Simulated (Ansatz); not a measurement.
**Ti: what symmetry allows forces and stress to be**

```xyz
2
Lattice="2.8628 0.0000 0.0000 -1.4314 2.4794 -0.0159 0.0000 -0.0292 4.6179" Properties=species:S:1:pos:R:3 pbc="T T T"
Ti    0.0000    1.7212    1.3770
Ti    1.4314    0.7290    3.2250
```

All numbers below come from DFT PBE, scalar-relativistic, plane waves, PAW (Ansatz 0.2.0).

Cutoff 420 eV; k points 14×14×8 on the computed 2-atom cell (Γ-centred); Gaussian smearing, width 0.10 eV; no spin polarisation.

This distorted cell has space group C2/m, with 4 operations.

Task: Without a calculation: in which directions can each atom feel a force?

Result: A force must be left unchanged by every operation that keeps its atom in place, so it lies in the space that those operations leave fixed. Atoms that the group maps onto each other feel forces of one size.
```
atom site symmetry operations at the site equivalent to atom allowed force (Cartesian)
 Ti1              m                       2                   1  in the plane normal to (1.00, 0.00, 0.00)
 Ti2              m                       2                   1  in the plane normal to (1.00, 0.00, 0.00)
```

That leaves 2 independent force components of 6. A relaxation in this cell that keeps the symmetry moves the atoms in these directions alone.

Task: And the stress tensor?

Result: It must be invariant under the point group, which leaves 4 independent components: xz, xy vanish.

Task: Do the computed values obey this?

Result: Yes. Forces (eV/Å):
```
Ti1  0.000 -0.002 -3.756
Ti2  0.000  0.002  3.756
```

Stress (GPa, compression positive, xx yy zz yz xz xy): 12.25 20.16 21.73 0.17 0.00 0.00. The program imposes the same operations on density, forces and stress, so this confirms the analysis and is no independent test of the calculation.